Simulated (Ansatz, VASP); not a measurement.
**Two plane-wave programs on Bi**

```
CELL_PARAMETERS angstrom
-4.42825 4.42825 1.35919
4.42825 -4.42825 1.35919
4.42825 4.42825 -1.35919
ATOMIC_POSITIONS crystal
Bi 0.00000 0.00000 0.00000
```

Alike in both runs: task single point; functional PBEsol; k mesh 14 × 14 × 14; occupations gaussian, width 0.1 eV; no spin polarisation.

|  | VASP | Ansatz |
| --- | --- | --- |
| version | VASP 6.6.1 | Ansatz 0.2.0 |
| potentials or method | VASP PAW PBE potentials, release 64 (Bi_d) | scalar-relativistic, plane waves, PAW |
| plane-wave cutoff (eV) | 520 | 420 |
| valence electrons in the cell | 15 | 15 |

Ansatz gave:

| Item | Value |
| --- | --- |
| gap on the k mesh at the Fermi level (eV) | none |
| pressure (GPa) | 1.4 |
| largest component of the traceless stress (GPa) | 3.08 |

Question: Estimate VASP's values.

Answer: gap on the k mesh at the Fermi level (eV): none; pressure (GPa): 1.4; largest component of the traceless stress (GPa): 3.05.

A gap of «none» marks a metal or a gap that the smearing closes. With one functional, cell and mesh, what is left measures potentials, basis and numerics.

Caveats: the PAW data sets were made with another functional, which shifts forces and pressure a little (VASP); spin-orbit coupling is left out, which moves the levels of the heavy elements.
